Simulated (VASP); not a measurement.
Runs of VASP 6.6.1 on Mg. Symmetry: P6_3/mmc, No. 194, hexagonal system. The conventional cell has a = 3.209 Å, b = 3.209 Å, c = 5.210 Å, α = 90.00°, β = 90.00°, γ = 120.00°. Around Mg (site symmetry -6m2) lie 12 Mg at 3.20 to 3.21 Å. 

```tsv
task	level	potentials or basis	cell	k mesh	cutoff (eV)	smearing	grid for exact exchange (PRECFOCK)	exchange at q = 0	mesh quality	gap on the mesh (eV)	pressure (GPa)	relaxed volume (Å³/atom)
single point	PBE	VASP PAW PBE potentials, release 64 (Mg)	as given	10 × 10 × 5	520	gaussian 0.021 eV	-	-	not flagged	none	-0.6	-
band structure	HF	VASP PAW PBE potentials, release 64 (Mg)	as given	5 × 5 × 3	520	fermi-dirac 0.05 eV	Normal	default	coarse	none	2.0	-
band structure	B3LYP	VASP PAW PBE potentials, release 64 (Mg)	as given	5 × 5 × 3	520	fermi-dirac 0.05 eV	Fast	default	coarse	none	(a)	-
relaxation of cell and atoms	PBEsol+D3(BJ)	VASP PAW PBE potentials, release 64 (Mg)	relaxed	10 × 10 × 5	600	fermi-dirac 0.05 eV	-	-	not flagged	none	0.0	21.40
band structure	r2SCAN	VASP PAW PBE potentials, release 64 (Mg)	as given	10 × 10 × 5	520	fermi-dirac 0.05 eV	-	-	not flagged	-	-1.3	-
single point	PBE	VASP PAW PBE potentials, release 64 (Mg)	as given	10 × 10 × 5	520	gaussian 0.027 eV	-	-	not flagged	none	-0.6	-
single point	PBE	VASP PAW PBE potentials, release 64 (Mg)	as given	10 × 10 × 5	520	gaussian 0.013 eV	-	-	not flagged	none	-0.6	-
relaxation of cell and atoms	PBEsol	VASP PAW PBE potentials, release 64 (Mg)	relaxed	10 × 10 × 5	600	fermi-dirac 0.05 eV	-	-	not flagged	none	0.0	22.55
band structure	HSE03	VASP PAW PBE potentials, release 64 (Mg)	as given	5 × 5 × 3	520	fermi-dirac 0.05 eV	Fast	-	coarse	-	-0.6	-
relaxation of cell and atoms	PBEsol+D4	VASP PAW PBE potentials, release 64 (Mg)	relaxed	10 × 10 × 5	600	fermi-dirac 0.05 eV	-	-	not flagged	none	0.0	(b)
```

Alike in all rows: no spin polarisation.

Problem. Fill in the values left out.

Solution. (a) -0.4; (b) 23.23.

Caveats: some runs use coarse meshes; the PAW data sets were made with another functional, which shifts forces and pressure a little (some runs); an unscreened hybrid on a path of extra k points without a Coulomb cutoff has errors near the mesh points, so the bands along the path aren't reliable (some runs); pairwise dispersion overbinds metals, which lowers pressure and volume (some runs).

A k mesh can miss the band edges.

A gap of «none» marks a metal or a gap under the smearing width.

Not every run made on this cell is shown here.
